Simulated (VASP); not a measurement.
# TePb (Fm-3m) in VASP: notebook

Runs on TePb. Level: LDA. Tasks: single point.

Everything below comes from runs of VASP 6.6.1. Logs are shortened: lines on timing, memory, paths and dates and some standing lists are left out, and cuts for length are marked.

**Measured values to compare with.**

A printed reference work, monograph reports, for a bulk crystal of TePb at 4.2 K: band gap 0.19 eV (direct).

The results are compared with them further down.

## (1) The cell of the first run

Symmetry: Fm-3m, No. 225, cubic system. Conventional cell: a = 6.382 Å, b = 6.382 Å, c = 6.382 Å, α = 90.00°, β = 90.00°, γ = 90.00°. Within 4.2 Å of Te (site symmetry m-3m) lie 6 Pb at 3.19 Å. Pb (site symmetry m-3m) has 6 Te at 3.19 Å within 4.2 Å.

## (2) Single point, LDA

The input, INCAR:

```
SYSTEM = TePb
PREC = Accurate ; ENCUT = 520
EDIFF = 1E-6 ; ISMEAR = 0
SIGMA = 0.02 ; LREAL = .FALSE.
LASPH = .TRUE. ; NELM = 60
ALGO = Normal ; ISIF = 2
LWAVE = .FALSE. ; LCHARG = .FALSE.
NBANDS = 17
```

The input, KPOINTS:

```
Automatic mesh
0
G
  8 8 8
  0 0 0
```

The input, POSCAR:

```
TePb
1.0
    0.0000000000      3.1912201679      3.1912201679
    3.1912201679      0.0000000000      3.1912201679
    3.1912201679      3.1912201679      0.0000000000
Te Pb
1 1
Direct
    0.5000000000      0.5000000000      0.5000000000
    0.0000000000      0.0000000000      0.0000000000
```

Potentials or basis: VASP PAW LDA potentials, release 64 (Te, Pb_d).

Command:

```
> cat potpaw_LDA.64/Te/POTCAR potpaw_LDA.64/Pb_d/POTCAR > POTCAR
> mpirun -np 1 vasp_std > vasp.out
```

OUTCAR:

```text
SYSTEM = TePb
   PREC = Accurate
   ENCUT = 520
   EDIFF = 1E-6
   ISMEAR = 0
   LREAL = .FALSE.
   LASPH = .TRUE.
   NELM = 60
   ISIF = 2

 ion  position               nearest neighbor table
   1  0.500  0.500  0.500-   2 3.19   2 3.19   2 3.19   2 3.19   2 3.19   2 3.19
   2  0.000  0.000  0.000-   1 3.19   1 3.19   1 3.19   1 3.19   1 3.19   1 3.19

  LATTYP: Found a face centered cubic cell.
 ALAT       =     6.3824403358

  Lattice vectors:

 A1 = (   0.0000000000,   3.1912201679,   3.1912201679)
 A2 = (   3.1912201679,   0.0000000000,   3.1912201679)
 A3 = (   3.1912201679,   3.1912201679,   0.0000000000)

Analysis of symmetry for initial positions (statically):
[... 33 lines left out ...]
                                     Primitive cell

  volume of cell :      64.9980

  direct lattice vectors                    reciprocal lattice vectors
     0.000000000  3.191220168  3.191220168    -0.156679882  0.156679882  0.156679882
     3.191220168  0.000000000  3.191220168     0.156679882 -0.156679882  0.156679882
     3.191220168  3.191220168  0.000000000     0.156679882  0.156679882 -0.156679882

  length of vectors
     4.513066842  4.513066842  4.513066842     0.271377517  0.271377517  0.271377517

  position of ions in fractional coordinates (direct lattice)
     0.500000000  0.500000000  0.500000000
     0.000000000  0.000000000  0.000000000

  ion indices of the primitive-cell ions
   primitive index   ion index
                 1           1
                 2           2

----------------------------------------------------------------------------------------

 KPOINTS: Automatic mesh

Automatic generation of k-mesh.
 Grid dimensions read from file:
 generate k-points for:    8    8    8

 Generating k-lattice:

  Cartesian coordinates                     Fractional coordinates (reciprocal lattice)
    -0.019584985  0.019584985  0.019584985     0.125000000  0.000000000  0.000000000
     0.019584985 -0.019584985  0.019584985     0.000000000  0.125000000  0.000000000
     0.019584985  0.019584985 -0.019584985     0.000000000  0.000000000  0.125000000

  Length of vectors
     0.033922190  0.033922190  0.033922190

  Shift w.r.t. Gamma in fractional coordinates (k-lattice)
     0.000000000  0.000000000  0.000000000

 Subroutine IBZKPT returns following result:
 ===========================================

 Found     29 irreducible k-points:

 Following reciprocal coordinates:
            Coordinates               Weight
  0.000000  0.000000  0.000000      1.000000
  0.125000  0.000000  0.000000      8.000000
  0.250000  0.000000  0.000000      8.000000
  0.375000  0.000000  0.000000      8.000000
  0.500000  0.000000  0.000000      4.000000
  0.125000  0.125000  0.000000      6.000000
[... 16 lines left out ...]
  0.500000  0.250000  0.125000     48.000000
 -0.375000  0.250000  0.125000     24.000000
 [... further k-points ...]
   k-points           NKPTS =     29   k-points in BZ     NKDIM =     29   number of bands    NBANDS=     17
   number of dos      NEDOS =    301   number of ions     NIONS =      2
   total plane-waves  NPLWV =  46656
   dimension x,y,z NGX =    36 NGY =   36 NGZ =   36
   dimension x,y,z NGXF=    72 NGYF=   72 NGZF=   72
   ions per type =               1   1
   NGX,Y,Z   is equivalent  to a cutoff of  13.26, 13.26, 13.26 a.u.
   NGXF,Y,Z  is equivalent  to a cutoff of  26.52, 26.52, 26.52 a.u.
 SYSTEM =  TePb
   PREC   = accura    normal or accurate (medium, high low for compatibility)
   ISTART =      0    job   : 0-new  1-cont  2-samecut
   ICHARG =      2    charge: 1-file 2-atom 10-const
   ISPIN  =      1    spin polarized calculation?
   LNONCOLLINEAR =      F non collinear calculations
   LSORBIT =      F    spin-orbit coupling
   LASPH  =      T    aspherical Exc in radial PAW
   ENCUT  =  520.0 eV  38.22 Ry    6.18 a.u.   8.39  8.39  8.39*2*pi/ulx,y,z
   NELM   =     60;   NELMIN=  2; NELMDL= -5     # of ELM steps
   EDIFF  = 0.1E-05   stopping-criterion for ELM
   LREAL  =      F    real-space projection
   EDIFFG = 0.1E-04   stopping-criterion for IOM
   NSW    =      0    number of steps for IOM
   IBRION =     -1    ionic relax: 0-MD 1-quasi-New 2-CG
   NFREE  =      0    steps in history (QN), initial steepest desc. (CG)
   ISIF   =      2    stress and relaxation
   ISYM   =      2    0-nonsym 1-usesym 2-fastsym
   POTIM  = 0.5000    time-step for ionic-motion
   TEBEG  =    0.0;   TEEND  =   0.0 temperature during run
   PSTRESS=    0.0 pullay stress
   NELECT =      20.0000    total number of electrons
   NUPDOWN=      -1.0000    fix difference up-down
   EMIN   =  10.00;   EMAX   =-10.00  energy-range for DOS
   EFERMI =   0.00;   METHOD = LEGACY
   ISMEAR =     0;   SIGMA  =   0.02  broadening in eV -4-tet -1-fermi 0-gaus
   EFERMI_NEDOS =   21; number of points for ismear=-14 and -15
   IALGO  =     38    algorithm
   IMIX   =      4    mixing-type and parameters
     AMIX     =   0.40;   BMIX     =  1.00
     AMIX_MAG =   1.60;   BMIX_MAG =  1.00
  volume/ion in A,a.u.               =      32.50       219.31
  Fermi-wavevector in a.u.,A,eV,Ry     =   1.105227  2.088576 16.619873  1.221526
  Thomas-Fermi vector in A             =   2.241711
   LORBIT       =      0    0 simple, 1 ext, 2 COOP (PROOUT), +10 PAW based schemes
   GGA     = CA    functional components
   LHFCALC =     F    Hartree Fock is set to
   AEXX    =    0.0000 exact exchange contribution
   IVDW    =     0    specifies the selected vdW correction
   LEPSILON=     F    determine dielectric tensor
   LRPA    =     F    only Hartree local field effects (RPA)
 non-spin polarized calculation
 Gauss-broadening in eV      SIGMA  =   0.02
  energy-cutoff  :      520.00
  volume of cell :       65.00
 maximum number of plane-waves:      1807
 NGX is ok and might be reduce to    36
   NGX = 17   NGY = 17   NGZ = 17

 number of electron      19.9999999 magnetization

 Free energy of the ion-electron system (eV)
  ---------------------------------------------------
  ext. energy  EPLUGINS =         0.00000000
  ---------------------------------------------------
  free energy    TOTEN  =        -8.77474069 eV

  energy without entropy =       -8.77474069  energy(sigma->0) =       -8.77474069

 E-fermi :   6.0226     XC(G=0):  -9.7383

 val. band max:        5.9164799757   @ k =   0.5000   0.0000   0.0000
 cond. band min:       6.4726997010   @ k =   0.5000   0.0000   0.0000
 fundamental gap:      0.5562197253
 Fermi energy:         6.0226047155

 k-point     1 :       0.0000    0.0000    0.0000
  band No.  band energies     occupation
      1     -10.8293      2.00000
      2     -10.8293      2.00000
      3     -10.8124      2.00000
      4     -10.8124      2.00000
      5     -10.8124      2.00000
      6      -6.4622      2.00000
[... 9 lines left out ...]
     16      11.6041      0.00000
     17      13.0430      0.00000

 k-point     2 :       0.1250    0.0000    0.0000
  band No.  band energies     occupation
      1     -10.8314      2.00000
      2     -10.8314      2.00000
      3     -10.8120      2.00000
      4     -10.8099      2.00000
      5     -10.8099      2.00000
      6      -6.3211      2.00000
[... 9 lines left out ...]
     16      11.9052      0.00000
     17      14.1944      0.00000

 k-point     3 :       0.2500    0.0000    0.0000
  band No.  band energies     occupation
      1     -10.8376      2.00000
      2     -10.8376      2.00000
      3     -10.8111      2.00000
      4     -10.8029      2.00000
      5     -10.8029      2.00000
      6      -5.9138      2.00000
[... 9 lines left out ...]
     16      12.7188      0.00000
     17      16.2405      0.00000

 k-point     4 :       0.3750    0.0000    0.0000
  band No.  band energies     occupation
      1     -10.8443      2.00000
      2     -10.8443      2.00000
      3     -10.8104      2.00000
      4     -10.7953      2.00000
      5     -10.7953      2.00000
      6      -5.3214      2.00000
[... 9 lines left out ...]
     16      13.9613      0.00000
     17      16.6897      0.00000

 k-point     5 :       0.5000    0.0000    0.0000
  band No.  band energies     occupation
      1     -10.8472      2.00000
      2     -10.8472      2.00000
      3     -10.8102      2.00000
      4     -10.7922      2.00000
      5     -10.7922      2.00000
      6      -4.9269      2.00000
[... 9 lines left out ...]
     16      15.1143      0.00000
     17      15.1695      0.00000

 k-point     6 :       0.1250    0.1250    0.0000
  band No.  band energies     occupation
      1     -10.8370      2.00000
      2     -10.8273      2.00000
      3     -10.8142      2.00000
      4     -10.8081      2.00000
      5     -10.8081      2.00000
      6      -6.2740      2.00000
[... 9 lines left out ...]
     16      12.4356      0.00000
     17      13.8745      0.00000

 k-point     7 :       0.2500    0.1250    0.0000
  band No.  band energies     occupation
      1     -10.8460      2.00000
      2     -10.8290      2.00000
      3     -10.8141      2.00000
      4     -10.8034      2.00000
      5     -10.8016      2.00000
      6      -5.9554      2.00000
[... 9 lines left out ...]
     16      13.3015      0.00000
     17      14.9832      0.00000

 k-point     8 :       0.3750    0.1250    0.0000
  band No.  band energies     occupation
      1     -10.8533      2.00000
      2     -10.8356      2.00000
      3     -10.8114      2.00000
      4     -10.7985      2.00000
      5     -10.7941      2.00000
      6      -5.4201      2.00000
[... 9 lines left out ...]
     16      14.4994      0.00000
     17      16.3300      0.00000
[... 203 lines left out ...]
      1     -10.8978      2.00000
      2     -10.8211      2.00000
      3     -10.8200      2.00000
      4     -10.7848      2.00000
      5     -10.7834      2.00000
      6      -4.6970      2.00000
[... 9 lines left out ...]
     16      16.1329      0.00000
     17      16.6233      0.00000

 k-point    20 :      -0.3750    0.3750    0.0000
  band No.  band energies     occupation
      1     -10.8871      2.00000
      2     -10.8279      2.00000
      3     -10.8137      2.00000
      4     -10.7899      2.00000
      5     -10.7856      2.00000
      6      -4.5395      2.00000
[... 9 lines left out ...]
     16      14.8876      0.00000
     17      16.9043      0.00000

 k-point    21 :       0.5000    0.5000    0.0000
  band No.  band energies     occupation
      1     -10.9070      2.00000
      2     -10.8245      2.00000
      3     -10.8159      2.00000
      4     -10.7813      2.00000
      5     -10.7813      2.00000
      6      -4.6385      2.00000
[... 9 lines left out ...]
     16      16.9727      0.00000
     17      17.0593      0.00000

 k-point    22 :       0.3750    0.2500    0.1250
  band No.  band energies     occupation
      1     -10.8564      2.00000
      2     -10.8305      2.00000
      3     -10.8139      2.00000
      4     -10.7978      2.00000
      5     -10.7967      2.00000
      6      -5.5716      2.00000
[... 9 lines left out ...]
     16      14.6023      0.00000
     17      14.8943      0.00000

 k-point    23 :       0.5000    0.2500    0.1250
  band No.  band energies     occupation
      1     -10.8632      2.00000
      2     -10.8359      2.00000
      3     -10.8096      2.00000
      4     -10.7964      2.00000
      5     -10.7913      2.00000
      6      -5.0381      2.00000
[... 9 lines left out ...]
     16      14.8196      0.00000
     17      15.9897      0.00000

 k-point    24 :      -0.3750    0.2500    0.1250
  band No.  band energies     occupation
      1     -10.8653      2.00000
      2     -10.8388      2.00000
      3     -10.8055      2.00000
      4     -10.7985      2.00000
      5     -10.7887      2.00000
      6      -4.7114      2.00000
[... 9 lines left out ...]
     16      15.6912      0.00000
     17      15.9922      0.00000

 [... further k-points ...]
[... 5 lines left out ...]
  --------------------------------------------------------------------------------------
  -------------------------------------------------------------------------------------
  Total        0.0110480      0.0110480      0.0110480     -0.0000000      0.0000000     -0.0000000
  in kB        0.2723287      0.2723287      0.2723287     -0.0000000      0.0000000     -0.0000000
  external PRESSURE =       0.2723287 kB  Pullay stress =       0.0000000 kB

 VOLUME and BASIS-vectors are now :
 -----------------------------------------------------------------------------
  energy-cutoff  :      520.00
  volume of cell :       65.00
      direct lattice vectors                 reciprocal lattice vectors
     0.000000000  3.191220168  3.191220168    -0.156679882  0.156679882  0.156679882
     3.191220168  0.000000000  3.191220168     0.156679882 -0.156679882  0.156679882
     3.191220168  3.191220168  0.000000000     0.156679882  0.156679882 -0.156679882

 POSITION                                       TOTAL-FORCE (eV/Angst)
 -----------------------------------------------------------------------------------
      3.19122      3.19122      3.19122         0.000000     -0.000000      0.000000
      0.00000      0.00000      0.00000        -0.000000      0.000000      0.000000
 -----------------------------------------------------------------------------------
    total drift:                               -0.000000      0.000000      0.000000

  FREE ENERGIE OF THE ION-ELECTRON SYSTEM (eV)
  ---------------------------------------------------
  free  energy   TOTEN  =        -8.7747406923 eV

  energy  without entropy=       -8.7747406923  energy(sigma->0) =       -8.77474069
```

Run time: 16 s. Hardware: 1 thread of Intel Xeon Platinum 8488C (Sapphire Rapids), shared host; peak memory 0.18 GiB.

What came out:

```
Free energy            : -8.7747 eV
Pressure               : 0.0 GPa
Band gap on the k mesh : 0.56 eV, direct
```

Caveat: spin-orbit coupling is left out, which moves the levels of the heavy elements.

## (3) Single point, LDA

The input, INCAR:

```
SYSTEM = TePb
PREC     = Accurate       ! precision mode
ENCUT    = 520            ! plane-wave cutoff, eV
EDIFF    = 1E-7           ! SCF threshold, eV
ISMEAR   = 0              ! smearing method
SIGMA    = 0.02           ! smearing width, eV
LREAL    = .False.        ! projectors in reciprocal space
LASPH    = .True.         ! aspherical terms in the spheres
NELM     = 60             ! most SCF steps
ALGO     = Normal         ! electronic algorithm
ISIF     = 2              ! what is computed and relaxed
LWAVE    = .False.        ! write WAVECAR
LCHARG   = .False.        ! write CHGCAR
NBANDS   = 17             ! bands
```

The input, KPOINTS:

```
regular mesh
0
Gamma
  10 10 10
  0 0 0
```

The input, POSCAR:

```
TePb
1.0
    0.0000000000      3.1893632659      3.1893632659
    3.1893632659      0.0000000000      3.1893632659
    3.1893632659      3.1893632659      0.0000000000
Te Pb
1 1
Direct
    0.5000000000      0.5000000000      0.5000000000
    0.0000000000      0.0000000000      0.0000000000
```

Potentials or basis: VASP PAW LDA potentials, release 64 (Te, Pb_d).

Command:

```
> cat potpaw_LDA.64/Te/POTCAR potpaw_LDA.64/Pb_d/POTCAR > POTCAR
> mpirun -np 1 vasp_std > vasp.out
```

It took 28 s on 1 thread of Intel Xeon Platinum 8488C (Sapphire Rapids), shared host; peak memory 0.2 GiB.

Results (log left out):

| Quantity | Value |
| --- | --- |
| Free energy | -8.7750 eV |
| Pressure | 0.1 GPa |
| Band gap on the k mesh | 0.55 eV, direct |

Levels at points of the mesh, in eV from the valence-band top:
```tsv
k point	band 7	band 8	band 9	band 10	band 11	band 12	band 13	band 14
(0.00, 0.00, 0.00)	-5.58	-1.50	-1.50	-1.50	4.02	4.02	4.02	5.68
(0.50, 0.00, 0.00)	-8.86	-1.00	-1.00	0.00	0.55	1.10	1.10	8.33
(0.50, 0.50, 0.00)	-7.43	-4.84	-3.05	-3.05	3.07	5.52	5.52	6.82
```

Caveat: spin-orbit coupling is left out, which moves the levels of the heavy elements.

## (4) How close it comes

Step 2. A measured gap of TePb is 0.19 eV (direct; 4.2 K; a printed reference work, monograph); the calculated 0.56 eV misses it by +0.37 eV. Spin-orbit coupling on Pb, Te is left out. The value is that of LDA on a finite k mesh, which can miss the band edges, without temperature or zero-point motion.

Step 3. A measured gap of TePb is 0.19 eV (direct; 4.2 K; a printed reference work, monograph); the calculated 0.55 eV misses it by +0.36 eV. Spin-orbit coupling on Pb, Te is left out. The value is that of LDA on a finite k mesh, which can miss the band edges, without temperature or zero-point motion.
